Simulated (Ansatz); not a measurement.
Seebeck coefficient (μV/K, mean over directions) of n-type ZnTe (F-43m) against carrier density, HSE06 with spin-orbit coupling, rigid bands (Ansatz, a first-principles code). Computed gap 2.05 eV; densities at which minority carriers matter at this gap, or further valleys turn the trend, are left out. Conductivity mass 0.126 mₑ (harmonic mean over directions), N_c = 1.1e18 cm⁻³ at 300 K.

| electron density | 300 K | 500 K |
|---|---|---|
| 1e16 cm⁻³ | -615 | -687 |
| 1e17 cm⁻³ | ___ | ___ |
| 1e18 cm⁻³ | -226 | -294 |
| 3e18 cm⁻³ | -145 | -207 |
| 1e19 cm⁻³ | -78 | ___ |
| 3e19 cm⁻³ | -46 | -96 |

### Question
Some entries are withheld; supply them.

### Answer

- 1e17 cm⁻³, 300 K: -417
- 1e17 cm⁻³, 500 K: -489
- 1e19 cm⁻³, 500 K: -128

Rigid bands with a gap fixed in temperature, one relaxation time for all states, no polarons or phonon drag, and whether or not such doping can be reached. Geometry: cell and atoms relaxed with PBEsol.
